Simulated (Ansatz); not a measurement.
# How much does Ru in Ag(111), 2x2 scatter?

How strong a scatterer is Ru in Ag(111), 2x2, and does relaxation matter?

Method: Ansatz plane-wave DFT, PBE, PAW files; ballistic transport by layer matching (Landauer), zero bias; PAW set soft_1, in Ansatz 0.2.0.

## 1. Set-up

The cell holds 44 atoms: 43 Ag and 1 Ru. Cell: a = 5.779 Å, b = 5.779 Å, c = 26.004 Å, α = 86.8°, β = 93.2°, γ = 120.0°. It derives from Ag. Regions: lead, 24 atoms (24 Ag); scattering region, 20 atoms (19 Ag and 1 Ru). The structure is stacked along c, and the current runs across the ab planes.

## 2. Transmission at ideal sites

The defect sits in one plane of the supercell, all atoms on ideal sites; the layers about the cell's end are the lead. The mesh across the current, 10×10, is finer than the density's, because channels open and close sharply across the zone. Energies from -0.1 to 0.1 eV in steps of 0.05 eV are too few for the program's thermal sum, so it prints no conductance; for a metal the transmission near the Fermi level serves, at a fraction of the cost.

input.yaml reads:

```yaml
crystal:
  lattice:
    - [5.7787594586, 0.0, 0.0]
    - [-2.8893797293, 5.0045524935, 0.0]
    - [-1.4446898646, 0.8340920822, 25.9508553696]
  atoms:
    - { symbol: Ag, position: [0.0075757576, 0.9924242424, 0.0454545455] }
    - { symbol: Ag, position: [0.0075757576, 0.4924242424, 0.0454545455] }
    - { symbol: Ag, position: [0.5075757576, 0.9924242424, 0.0454545455] }
    - { symbol: Ag, position: [0.5075757576, 0.4924242424, 0.0454545455] }
    - { symbol: Ag, position: [0.1893939394, 0.3106060606, 0.1363636364] }
    - { symbol: Ag, position: [0.1893939394, 0.8106060606, 0.1363636364] }
    - { symbol: Ag, position: [0.6893939394, 0.3106060606, 0.1363636364] }
    - { symbol: Ag, position: [0.6893939394, 0.8106060606, 0.1363636364] }
    - { symbol: Ag, position: [0.3712121212, 0.1287878788, 0.2272727273] }
    - { symbol: Ag, position: [0.3712121212, 0.6287878788, 0.2272727273] }
    - { symbol: Ag, position: [0.8712121212, 0.1287878788, 0.2272727273] }
    - { symbol: Ag, position: [0.8712121212, 0.6287878788, 0.2272727273] }
    - { symbol: Ag, position: [0.053030303, 0.946969697, 0.3181818182] }
    - { symbol: Ag, position: [0.053030303, 0.446969697, 0.3181818182] }
    - { symbol: Ag, position: [0.553030303, 0.946969697, 0.3181818182] }
    - { symbol: Ag, position: [0.553030303, 0.446969697, 0.3181818182] }
    - { symbol: Ag, position: [0.2348484848, 0.2651515152, 0.4090909091] }
    - { symbol: Ag, position: [0.2348484848, 0.7651515152, 0.4090909091] }
    - { symbol: Ag, position: [0.7348484848, 0.2651515152, 0.4090909091] }
    - { symbol: Ag, position: [0.7348484848, 0.7651515152, 0.4090909091] }
    - { symbol: Ru, position: [0.4166666667, 0.0833333333, 0.5] }
    - { symbol: Ag, position: [0.4166666667, 0.5833333333, 0.5] }
    - { symbol: Ag, position: [0.9166666667, 0.0833333333, 0.5] }
    - { symbol: Ag, position: [0.9166666667, 0.5833333333, 0.5] }
    - { symbol: Ag, position: [0.0984848485, 0.9015151515, 0.5909090909] }
    - { symbol: Ag, position: [0.0984848485, 0.4015151515, 0.5909090909] }
    - { symbol: Ag, position: [0.5984848485, 0.9015151515, 0.5909090909] }
    - { symbol: Ag, position: [0.5984848485, 0.4015151515, 0.5909090909] }
    - { symbol: Ag, position: [0.2803030303, 0.2196969697, 0.6818181818] }
    - { symbol: Ag, position: [0.2803030303, 0.7196969697, 0.6818181818] }
    - { symbol: Ag, position: [0.7803030303, 0.2196969697, 0.6818181818] }
    - { symbol: Ag, position: [0.7803030303, 0.7196969697, 0.6818181818] }
    - { symbol: Ag, position: [0.4621212121, 0.0378787879, 0.7727272727] }
    - { symbol: Ag, position: [0.4621212121, 0.5378787879, 0.7727272727] }
    - { symbol: Ag, position: [0.9621212121, 0.0378787879, 0.7727272727] }
    - { symbol: Ag, position: [0.9621212121, 0.5378787879, 0.7727272727] }
    - { symbol: Ag, position: [0.1439393939, 0.8560606061, 0.8636363636] }
    - { symbol: Ag, position: [0.1439393939, 0.3560606061, 0.8636363636] }
    - { symbol: Ag, position: [0.6439393939, 0.8560606061, 0.8636363636] }
    - { symbol: Ag, position: [0.6439393939, 0.3560606061, 0.8636363636] }
    - { symbol: Ag, position: [0.3257575758, 0.1742424242, 0.9545454545] }
    - { symbol: Ag, position: [0.3257575758, 0.6742424242, 0.9545454545] }
    - { symbol: Ag, position: [0.8257575758, 0.1742424242, 0.9545454545] }
    - { symbol: Ag, position: [0.8257575758, 0.6742424242, 0.9545454545] }
kpoints:
  mp_grid: { grid: [4, 4, 1] }
hamiltonian:
  xc: pbe
  pseudopotentials: { kind: paw, azcp: { folder: soft_1 } }
scf:
  occupations: { method: fermi_dirac, width: 0.1 }
output:
  transmission: { leads: [[0, 4]], kmesh: [10, 10], e_range: [-0.1, 0.1], de: 0.05 }
  write_potential: true
  write_density: true
  volumetric_format: npy
  elf: true
```

Launch:

```sh
ansatz run input.yaml --threads 4 --pin off --max-ram 15360MiB --backend cpu --events-out ev --progress --plain --runs-dir out
```

Numbers of over 12 decimals in the logs are rounded to 6 here.

Output:

```text
Engine: ansatz 0.2.0, x86_64-unknown-linux-gnu
Pseudopotentials: kind: paw
Pseudopotential: Ag, paw, valence charge 19, recommended cutoff 420 eV (normal), soft_1/Ag.paw.azcp
Pseudopotential: Ru, paw, valence charge 16, recommended cutoff 420 eV (normal), soft_1/Ru.paw.azcp
Functional definition: PBE
  parameter kappa = 0.804
  parameter beta = 0.066725
  exchange = pbe_x(kappa = kappa, mu = beta*pi^2/3)
  correlation = pbe_c(beta = beta)
Crystal: 44 atoms, lattice volume = 750.501 Å³
Basis set: ecut = 420 eV, 14721 PW (Γ)
Bands: 500, of which v1, the nominal top of the filled ones, is band 417 counted from 1 (416 counted from 0)
Symmetry: 4 space group operations
Space group: C2/m (ITA 12), of the structure as read, at distance tolerance 9.1e-5 Å
k-points: 7 of 16
Non-local potential: Ag, projectors of the file, l = 0: 3, l = 1: 2, l = 2: 2, l = 3: 1
Non-local potential: Ru, projectors of the file, l = 0: 3, l = 1: 2, l = 2: 2, l = 3: 1
PAW form: soft (Blöchl's): semilocal exchange-correlation on the pseudo side does not see the compensation charge
PAW one-centre angular grid: Ag, 590 points (default); XC on 64 Gauss nodes
PAW one-centre angular grid: Ru, 590 points (default); XC on 64 Gauss nodes
Initial density: superposition of atomic densities (chi_scale 0.1, normalization cell, long waves 12 % of neutral atoms (reshape's long-wave potential 1.12 eV rms, cloud 2.91 Å wide))
Initial wavefunctions: pseudopotential atomic-orbital guess
Functional: x = pbe(κ = 0.804, μ = 0.219515), c = pbe(β = 0.066725)
SCF iter   1: F=—  HF=-332296.413418 eV  |F-HF|=—  |Δ(HF+E_count)|=         —  Δρ=1.11e-1  dr2=1.02e3  ethr=3.10e-3  ⟨swp⟩=4.0  Hψ=10443  notcnv=0  defer=58
preconditioner: auto → Kerker (q_TF=auto, 2.776 Å⁻¹)  [metal: Δε(μ)=0.028 eV  Ē_g=10.190 eV  σ=0.100 eV  W_gap=0.07  n_scr=292 (ndim 8)  ℏωp=29.7 eV  f_vac=0.000  D(μ)=10.90/eV (n_scr^D=64)]
SCF iter   2: F=—  HF=-332277.988838 eV  |F-HF|=—  |Δ(HF+E_count)|=    1.84e1  Δρ=3.60e-2  dr2=1.60e2  ethr=3.10e-3  ⟨swp⟩=2.0  Hψ=5920  notcnv=0  defer=394
SCF iter   3: F=—  HF=-332274.881388 eV  |F-HF|=—  |Δ(HF+E_count)|=    3.11e0  Δρ=2.77e-2  dr2=6.59e1  ethr=3.10e-3  ⟨swp⟩=1.6  Hψ=3564  notcnv=0  defer=400
SCF iter   4: F=—  HF=-332272.653276 eV  |F-HF|=—  |Δ(HF+E_count)|=    2.23e0  Δρ=9.39e-3  dr2=2.20e1  ethr=3.10e-3  ⟨swp⟩=2.0  Hψ=5644  notcnv=0  defer=416
SCF iter   5: F=—  HF=-332272.424781 eV  |F-HF|=—  |Δ(HF+E_count)|=   2.28e-1  Δρ=1.05e-2  dr2=1.84e0  ethr=2.65e-3  ⟨swp⟩=2.1  Hψ=4074  notcnv=0  defer=419
SCF iter   6: F=—  HF=-332272.310459 eV  |F-HF|=—  |Δ(HF+E_count)|=   1.14e-1  Δρ=2.03e-3  dr2=6.22e-2  ethr=2.21e-4  ⟨swp⟩=2.0  Hψ=5690  notcnv=0  defer=419
SCF iter   7: F=—  HF=-332272.308104 eV  |F-HF|=—  |Δ(HF+E_count)|=   2.35e-3  Δρ=1.00e-3  dr2=3.31e-2  ethr=7.47e-6  ⟨swp⟩=2.1  Hψ=5579  notcnv=0  defer=419
SCF iter   8: F=—  HF=-332272.307389 eV  |F-HF|=—  |Δ(HF+E_count)|=   7.15e-4  Δρ=2.72e-4  dr2=3.45e-3  ethr=3.98e-6  ⟨swp⟩=1.7  Hψ=3085  notcnv=0  defer=419
SCF iter   9: F=—  HF=-332272.307355 eV  |F-HF|=—  |Δ(HF+E_count)|=   3.40e-5  Δρ=6.42e-5  dr2=2.38e-4  ethr=4.14e-7  ⟨swp⟩=1.4  Hψ=3080  notcnv=0  defer=419
SCF iter  10: F=—  HF=-332272.307288 eV  |F-HF|=—  |Δ(HF+E_count)|=   6.74e-5  Δρ=2.31e-5  dr2=2.09e-5  ethr=2.86e-8  ⟨swp⟩=2.0  Hψ=4077  notcnv=0  defer=419
SCF iter  11: F=—  HF=-332272.308106 eV  |F-HF|=—  |Δ(HF+E_count)|=   8.18e-4  Δρ=6.34e-6  dr2=1.83e-6  ethr=2.50e-9  ⟨swp⟩=2.1  Hψ=3546  notcnv=0  defer=419
SCF iter  12: F=—  HF=-332272.308106 eV  |F-HF|=—  |Δ(HF+E_count)|=   1.27e-7  Δρ=3.25e-6  dr2=2.37e-7  ethr=2.20e-10  ⟨swp⟩=2.4  Hψ=5020  notcnv=0  defer=419
SCF iter  13: F=-332272.308106 eV  HF=-332272.308106 eV  |F-HF|=3.13e-8  |Δ(HF+E_count)|=   1.97e-8  Δρ=1.17e-6  dr2=3.64e-8  ethr=1.20e-11  ⟨swp⟩=9.4  Hψ=13692  notcnv=0
SCF 1 converged in 13 iterations: F = -332272.308106 eV  dr2 = 3.64e-8
  greatest PAW one-centre occupation: 1.001 electrons in one spin orbital (limit 2), on the Ag atom at site 22 (counted from 0), in its partial waves of l = 0
transmission: 106 of 1054 steps passed
transmission: 218 of 1054 steps passed
[...]
transmission: 1054 of 1054 steps passed
SCF converged after 13 iterations
Free energy (F): -332272.308106 eV
Harris-Foulkes:  -332272.308106 eV  (|F-HF|=3.13e-8)
Internal energy: -332271.679565 eV  (E = F + TS)
E sigma→0 (E₀):  -332271.993835 eV
Entropy (-TS):   -0.628541 eV (-14.285 meV/atom)
Fermi energy:    17.165106 eV
--- Per-component energies (eV) ---
  E_band       = -10297.457546
  E_kinetic    = 20575.592980
  E_local      = -91308.513808  (includes V_loc(G=0)·N_el)
  E_nonlocal   = 1779.261630
  E_hartree    = 44659.951325
  E_xc         = -7014.043661
  E_vxc        = -8878.450707  (∫ρ·V_xc dr)
  E_paw        = -173580.309451  (= ΣΔE_a)
  E_vpaw       = -21785.254086  (= ΣTr[D̂ρ^β])
  E_aug_tail   = 0.016890  (compensation charges beyond the density's cutoff)
  E_ewald      = -127383.635471
  E_smearing   = -0.628541  (= −TS)
  E_closure    = 0.000000  (closes the sum)
  Σ components = -332272.308106   (vs F -332272.308106, Δ=0.00e0)
--- Band table (eV; the first three rows and the last of 7) ---
  k-point 0: bands = [... 413 lower, 17.3611, 17.3611, 17.6684, 17.7225, 17.9401, 17.9723, 18.0202, 18.0348, ... 79 higher]
  k-point 1: bands = [... 413 lower, 16.9232, 17.0097, 17.1251, 17.1631, 17.1985, 17.3904, 17.5048, 17.6077, ... 79 higher]
  k-point 2: bands = [... 413 lower, 16.8775, 16.9480, 17.1190, 17.1260, 17.1652, 17.2349, 17.3264, 17.5875, ... 79 higher]
  k-point 6: bands = [... 413 lower, 16.8118, 16.8763, 16.8969, 16.9214, 17.2528, 17.3946, 17.4700, 17.5261, ... 79 higher]
--- Transmission ---
  basis      : 253 plane waves across, 34 finite elements along
  points     : 31, standing for a mesh of 10 x 10
  energies   : 5 from -0.100000 to 0.100000 eV about the Fermi level, 0.050000 eV apart; the leads are filled to 0.000000 eV, and channels, transmission and decay are at 0.000000 eV
  crystal 0  : Ag4, at the sites [0, 4], period 2.3592 Å, over 23.59 Å; its Hamiltonian steps by up to 9.7 meV
    offset         : up to 0.0000 Å between an atom of the period and one for which it stands
    channels       : 3.210000e0 a spin
    conductance    : none, the energies end too early or step too widely for 300 K: set another output.transmission.e_range or a lower de, or, where they end at an eighth of basis.ecutwfc, a higher one
  junction   : crystal 0 to crystal 0, 0.70 to 24.29 Å
    transmission   : 2.207865e0 a spin
    conductance    : none, the energies end too early or step too widely for 300 K: set another output.transmission.e_range or a lower de, or, where they end at an eighth of basis.ecutwfc, a higher one
```

The job ended after 6.8 min (4 threads of Intel Xeon Platinum 8259CL at 2.50GHz (Skylake/Cascade Lake), shared host; peak memory 6.3 GiB; 24 min of CPU time).

In the SCF lines HF is the Harris–Foulkes energy and dr2 the Hartree energy of the density residual, in eV; the loop may stop once dr2 is under the threshold and the program's other checks hold. Hψ counts applications of the Hamiltonian.

This run has no spin polarisation although its electron count is odd.

This step gave:

- free energy: -332272.3081 eV
- energy at zero smearing: -332271.9938 eV
- Fermi energy: 17.17 eV
- cell area: 28.92 Å²
- transmission per spin nearest the Fermi level: 2.208
- open channels per spin nearest the Fermi level: 3.21
- step of the lead's potential: 9.7 meV

Per spin. The transmission, zone mean by energy, zero at the Fermi level:

```
energy (eV)  transmission, zone mean
    -0.1000                     2.01
    -0.0500                     2.11
     0.0000                     2.21
     0.0500                     2.29
     0.1000                     2.36
```

Per spin. The open channels, zone mean, lead stays at 3.21 for energy from -0.1 to 0.1 eV.

Transmission over k1 and k2. At 0.0000 eV from the Fermi level.

Ten even steps from '_' (1.62) to '@' (2.98):
```
::%%..==::%%::--..--
--..@@____@@::--....
--==__%%++%%__==----
::::__++%%%%++__::::
%%%%@@%%%%@@%%%%@@%%
::::::__++%%%%++__::
------==__%%++%%__==
--....--::@@____@@..
::--..--::%%::==..%%
%%::----::%%::----::
```
Columns: k1 (b1) from -0.5 to 0.4; rows upwards: k2 (b2) from -0.5 to 0.4.

Open channels over k1 and k2. At 0.0000 eV from the Fermi level.

Ten even steps from '_' (3.00) to '@' (4.00):
```
__@@______@@________
____@@____@@________
______@@__@@________
____________________
@@@@@@@@______@@@@@@
____________________
__________@@__@@____
__________@@____@@__
__________@@______@@
@@________@@________
```
Columns: k1 (b1) from -0.5 to 0.4; rows upwards: k2 (b2) from -0.5 to 0.4.

Electrostatic potential energy in the ca plane at fractional y = 0.083, with atoms of Ru and Ag within 0.2 Å of it. With pseudopotentials it is smooth inside the atoms' cores, unlike the true potential.

Values in eV, 8 rows by 16 columns, each cell a mean:
```
 18   3  -7  14  17  19  19  19   2   0   8  19  20  19  17   9
 18   0  -6  14  15  18  18  17  10  -3  15  14  17  10   2  17
 18  15  10  16  -4  11  11  10  19  17  19   6  14   6  -2  17
 17  17  12  16  -1  13  15  15  11  -5  14  16  18  17  15   9
 18   3  -7  14  17  19  19  19   1 -12   7  19  20  19  17   9
 18   0  -7  14  15  18  18  17   9  -6  14  14  17  10   2  17
 18  15  10  16  -4  11  11  10  19  16  19   6  14   6  -2  17
 17  17  13  16  -1  13  15  14  12  -3  14  16  18  17  15   9
```
Columns run along c (16.0 Å, from fractional 0.15 to 0.76 of the cell; values clipped at the 3rd and 97th percentile), rows up along a (5.8 Å). Atoms in or near the plane, at fractional coordinates: Ru at (0.50, 0.42), Ag at (0.50, 0.92).

ELF in the ca plane at fractional y = 0.083, with atoms of Ru and Ag within 0.2 Å of it. It is the smooth field of the valence electrons, not physical close to the nuclei.

Ten even steps from '0' (0.15) to '9' (0.71), each cell a mean:
```
00003554100000000000000369952000000000000014
00014786300000000000000369952000000000000002
00015786300000000000000245530000000001221000
00013554100111000001000012110001210002443100
00001221001343200022100011110012210003443000
00000000001454200022100111111001110001321001
00000000001343100011001135531100000000000003
00001332100111000000011377762110000000000014
00014675200000000000111476773110000000000003
00015896300000000000011377762110000000110001
00014675200000000000011145521101100002332000
00002332000232100011100111111002210003443100
00000000001344200122100111100002210002442000
00000000001344200012100012210001100000110002
00000121000222100000000145541000000000000014
```
Columns run along c (16.0 Å, from fractional 0.15 to 0.76 of the cell), rows up along a (5.8 Å). Atoms in or near the plane, at fractional coordinates: Ru at (0.50, 0.42), Ag at (0.50, 0.92).

Valence density in the ca plane at fractional y = 0.083, with atoms of Ru and Ag within 0.2 Å of it. It is the smooth field of the valence electrons, not physical close to the nuclei.

Values in e/Å³, 8 rows by 16 columns, each cell a mean:
```
 0  2  7  0  0  0  0  0  2 14  1  0  0  0  0  1
 0  3  8  0  0  0  0  0  1  4  0  0  0  1  1  0
 0  0  1  0  2  1  1  1  0  0  0  1  0  1  2  0
 0  0  0  0  2  0  0  0  1  3  0  0  0  0  0  1
 0  2  7  0  0  0  0  0  2  9  1  0  0  0  0  1
 0  3  8  0  0  0  0  0  1  3  0  0  0  1  1  0
 0  0  1  0  2  1  1  1  0  0  0  1  0  1  2  0
 0  0  0  0  2  0  0  0  1  3  0  0  0  0  0  1
```
Columns run along c (16.0 Å, from fractional 0.15 to 0.76 of the cell), rows up along a (5.8 Å). Atoms in or near the plane, at fractional coordinates: Ru at (0.50, 0.42), Ag at (0.50, 0.92).

Over the solved energies the transmission per spin lies between 2.01 and 2.36, out of 3.21 channels of the lead on average (up to 3.21).

## 3. Resistance at ideal sites

This step: Ansatz plane-wave DFT, PBE, PAW files; ballistic transport by layer matching (Landauer), zero bias; area resistance of the defect plane and resistivity an atomic per cent; PAW set soft_1 (Ansatz 0.2.0).

This step gave:

```yaml
area_resistance: 0.5332 fΩ m²
t_over_the_leads_mean_channel_count: 0.6856
resistivity_per_at_scaled_from_this_dense_plane_with_the_factor_3_over_4_for_isotropic_scattering: 6.780 µΩ cm
```

Averaged over the energies near the Fermi level, 68.6 % of the channels pass, which makes 0.533 fΩ m².

By hand, with T and the leads' channels N averaged over the energies near the Fermi level: RA = A (h/2e²)(1/T − 1/N) = 28.92×10⁻²⁰ m² × 12 906 Ω × (1/2.201 − 1/3.210) = 0.533 fΩ m². Per atomic per cent: RA × A / V_atom × 0.01 × 3/4 = 6.78 µΩ cm, with the host's V_atom = 17.06 Å³.

## 4. What came out

```yaml
share_of_channels_that_pass_rigid: 0.686
area_resistance_rigid: 0.533 fΩ m²
resistivity_per_at_from_the_area_resistance_times_3_over_4_rigid: 6.78 µΩ cm
```

The plane of defects adds 0.53 fΩ m². Scaled to one atomic per cent that is 9.0 µΩ cm as it stands and 6.8 with the factor 3/4 for isotropic scattering on a spherical Fermi surface; with the reflection in place of the resistance taken as linear in the density it would be 4.6. These are rough estimates of the dilute value, not bounds. One Ru in each 2x2 cell reflects 31 % of the lead's channels. The defects form a dense periodic sheet that scatters coherently, unlike a dilute random alloy. T and N are means over the solved energies nearest the Fermi level.

[Logs are printed without paths, hosts, clocks, repeated set-up lines and the standing remarks that a program may print on its own settings, such as how far it seeks lower states.]

[Hosts, paths, dates, database ids (printed as entryN), source tags and the programs' standing remarks are cut or masked in the printed files.]
